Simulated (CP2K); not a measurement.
Crystal: Re.

```
Re
1.0
     2.79307    0.00000    0.00000
     1.39654    2.41887    0.00000
     1.39654    0.80629    2.28053
Re
1
Direct
  0.00000 0.00000 0.00000
```

This isn't the form of Re at room conditions, which is hcp.

Base run:

| Item | Value |
| --- | --- |
| Program | CP2K 2026.2 |
| Functional | PBE |
| Potentials or basis | POTENTIAL_UZH Re GTH-PBE-q15; TZVP-MOLOPT-PBE-GTH basis |
| Density cutoff | 6123 eV |
| k mesh | 12 × 12 × 12 |
| Occupations | fermi-dirac, width 0.05 eV |
| Spin | no spin polarisation |

Its results: band gap on the k mesh none (metal or under the smearing width); pressure -10.7 GPa.

Question: The run is repeated on the same cell with these changes: functional from PBE to RPBE; occupations from fermi-dirac, width 0.05 eV to gaussian, width 0.02 eV. What comes out?

Answer: Band gap on the k mesh none (metal or under the smearing width); pressure -7.9 GPa.

Caveats: the basis of atomic orbitals isn't converged, which shifts pressures, moduli and gaps; the potentials were made for another functional, which shifts forces and pressure (some runs).
